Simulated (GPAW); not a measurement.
# Optical response of BN (Qingsongite)

Aim: the dielectric function of BN (Qingsongite), and the optical constants that follow from it.

Calculated with GPAW 26.7.0; DFT, PBE, plane-wave PAW (GPAW data sets), scalar-relativistic, RPA, optical limit.

## (1) Starting point

Symmetry: F-43m, No. 216, cubic system. Conventional cell: a = 3.615 Å, b = 3.615 Å, c = 3.615 Å, α = 90.00°, β = 90.00°, γ = 90.00°. Nearest to N lie 4 B at 1.57 Å. Nearest to B lie 4 N at 1.57 Å. Farther neighbours and most contacts between anions are not listed.

## (2) Ground state

The self-consistent density comes first; it also tells whether there is a gap, which decides the occupations and the need for a Drude term.

This step: DFT, PBE, plane-wave PAW (GPAW data sets), scalar-relativistic, ground state (GPAW 26.7.0).

gs.py reads:

```python
from ase import Atoms
from ase.dft.bandgap import bandgap
from gpaw import GPAW, PW, FermiDirac

atoms = Atoms(['N', 'B'],
              cell=[[0.000000000000, 1.807500000000, 1.807500000000],
                    [1.807500000000, 0.000000000000, 1.807500000000],
                    [1.807500000000, 1.807500000000, 0.000000000000]],
              scaled_positions=[[0.750000000000, 0.750000000000, 0.750000000000],
                                [0.000000000000, 0.000000000000, 0.000000000000]],
              pbc=[True, True, True])
atoms.calc = GPAW(mode=PW(500), xc='PBE', kpts={'size': (11, 11, 11), 'gamma': True},
                  occupations=FermiDirac(0.05), maxiter=150, txt='gs.txt')
print('energy (eV)', atoms.get_potential_energy())
print('Fermi level (eV)', atoms.calc.get_fermi_level())
print('valence electrons', atoms.calc.get_number_of_electrons())
print('gap (eV)', bandgap(atoms.calc, output=None)[0])
print('direct gap (eV)', bandgap(atoms.calc, direct=True, output=None)[0])
atoms.calc.write('gs.gpw')
```

Run with:

```
$ OMP_NUM_THREADS=1 python gs.py
```

nscf.py reads:

```python
from ase.dft.bandgap import bandgap
from gpaw import GPAW, FermiDirac

calc = GPAW('gs.gpw').fixed_density(kpts={'size': (16, 16, 16), 'gamma': True}, nbands=19, convergence={'bands': 13},
                                    occupations=FermiDirac(0.001), txt='nscf.txt')
print('gap (eV)', bandgap(calc, output=None)[0])
print('direct gap (eV)', bandgap(calc, direct=True, output=None)[0])
print('top band over the Fermi level (eV)', min(calc.get_eigenvalues(kpt=k)[12] for k in range(len(calc.get_ibz_k_points()))) - calc.get_fermi_level())
calc.write('full.gpw', mode='all')
```

df.py reads:

```python
from gpaw.response.df import DielectricFunction

df = DielectricFunction('full.gpw', frequencies={'type': 'nonlinear', 'domega0': 0.03, 'omega2': 8},
                        ecut=50,
                        eta=0.15,
                        nbands=13,
                        txt='df.txt')
for direction in ['x']:
    df.get_dielectric_function(xc='RPA', direction=direction, filename=f'df_{direction}.csv')
```

Before running: what should come out for the electronic dielectric constant ε∞, mean over x, y and z (RPA)?

At this level (PBE, RPA) BN has ε∞ = 4.53 and n = 2.13 at 1550 nm, and Im ε peaks at 11.9 eV. On the mesh the gap is 4.40 eV and the least direct gap 8.79 eV, so on this mesh the band edges lie at different points. Local fields change the static value along x from 4.70 to 4.53 (-4 %).

- electronic dielectric constant ε∞, mean over x, y and z (by symmetry where fewer were run) (RPA): 4.53
- main peak of Im epsilon, first axis: 11.9 eV

Excitons and phonon-assisted transitions are missing; PBE gaps are as a rule too small, which pulls the onset down and ε∞ up. The sum runs over mesh points, so small or evenly spaced maxima can still be ripples of the mesh.

[Machine, clock and banner lines and Python warnings are left out of the logs.]

[Logs are printed without paths, hosts, clocks, repeated set-up lines and the standing remarks that a program may print on its own settings, such as how far it seeks lower states.]

[Hosts, paths, dates, database ids (printed as entryN), source tags and the programs' standing remarks are cut or masked in the printed files.]
